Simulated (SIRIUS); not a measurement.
Cl:

```
Cl
1.0
     3.14500   -2.25000    0.00000
     3.14500    2.25000    0.00000
     0.00000    0.00000    8.21000
Cl
4
Direct
  0.37000 0.63000 0.40000
  0.13000 0.87000 0.90000
  0.63000 0.37000 0.60000
  0.87000 0.13000 0.10000
```

Base run:

```yaml
Program: SIRIUS 7.12.0
Functional: LDA
Potentials_or_basis: PseudoDojo 0.4.1 PBE standard (scalar relativistic)
Cutoff: 807 eV
Density_cutoff: 3227 eV
k_mesh: 5 × 5 × 3
Occupations: fermi-dirac, width 0.05 eV
Spin: no spin polarisation
```

Its results: band gap on the k mesh 2.33 eV; pressure -2.3 GPa; largest force 0.128 eV/Å.

**Question.** The run is repeated on the same cell with these changes: functional from LDA to PBEsol; libxc names from ["XC_LDA_X", "XC_LDA_C_PW"] to ["XC_GGA_X_PBE_SOL", "XC_GGA_C_PBE_SOL"]. What comes out?

**Answer.** Band gap on the k mesh 2.41 eV; pressure -0.9 GPa; largest force 0.173 eV/Å.

Caveats: the potentials were made for another functional, which shifts forces and pressure; an odd mesh through Γ misses points on the zone boundary, where band edges often lie.

Not every run made on this cell is shown here.
